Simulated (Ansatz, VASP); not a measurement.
One calculation of CaSe, two programs

```xyz
2
Lattice="0.0000 3.3227 3.3227 3.3227 0.0000 3.3227 3.3227 3.3227 0.0000" Properties=species:S:1:pos:R:3 pbc="T T T"
Ca    0.0000    0.0000    0.0000
Se    1.6613    1.6613    1.6613
```

Alike in both runs: task single point; functional r2SCAN; k mesh 6 × 6 × 6; occupations gaussian, width 0.05 eV; no spin polarisation.

|  | VASP | Ansatz |
| --- | --- | --- |
| version | VASP 6.6.1 | Ansatz 0.2.0 |
| potentials or method | VASP PAW PBE potentials, release 64 (Ca_sv, Se) | scalar-relativistic, plane waves, PAW |
| plane-wave cutoff (eV) | 520 | 500 |
| valence electrons in the cell | 16 | 26 |

Ansatz gave:

* gap on the k mesh at the Fermi level (eV): 3.57
* least direct gap on the mesh (eV): 3.65
* pressure (GPa): -1.3

What did VASP give for the same quantities?

gap on the k mesh at the Fermi level (eV): 3.56; least direct gap on the mesh (eV): 3.64; pressure (GPa): -1.1.

The two sets of potentials don't hold the same shells in valence.

Caveats: the PAW data sets were made with another functional, which shifts forces and pressure a little (VASP). A k mesh can miss the band edges. r2SCAN opens gaps a little over a GGA but as a rule still falls short of measured ones.
